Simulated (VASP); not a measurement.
# Au in VASP: the effect of functional

Au, a slab with vacuum:

```
Au
1.0
     2.82262    0.00000    0.00000
    -1.41131    2.55593    0.00000
     0.00000    0.00000   27.23292
Au
6
Direct
  0.33467 0.66934 0.27540
  0.66533 0.33066 0.36524
  0.33467 0.66934 0.45508
  0.66533 0.33066 0.54492
  0.33467 0.66934 0.63476
  0.66533 0.33066 0.72460
```

Alike in all runs:

| Item | Value |
| --- | --- |
| Program | VASP 6.6.1 |
| Task | work function |
| Cutoff | 520 eV |
| k mesh | 8 × 8 × 1 |
| Occupations | fermi-dirac, width 0.05 eV |
| Spin | no spin polarisation |

| functional | potentials or basis | largest force (eV/Å) | work function (eV) |
| --- | --- | --- | --- |
| LDA | VASP PAW LDA potentials, release 64 (Au) | 0.29 | 5.66 |
| PBEsol | VASP PAW PBE potentials, release 64 (Au) | 0.18 | 5.39 |
| RPBE | VASP PAW PBE potentials, release 64 (Au) | 0.41 | 5.07 |
| revPBE | VASP PAW PBE potentials, release 64 (Au) | ? | ? |
| BLYP | VASP PAW PBE potentials, release 64 (Au) | 0.74 | 5.00 |
| PW91 | VASP PAW PBE potentials, release 64 (Au) | 0.28 | 5.31 |

**Question.** What does the run with functional revPBE give?

**Answer.** Largest force 0.36 eV/Å; work function 5.09 eV.

Caveats: the PAW data sets were made with another functional, which shifts forces and pressure a little (some runs).

Runs at the PBE level aren't shown here.
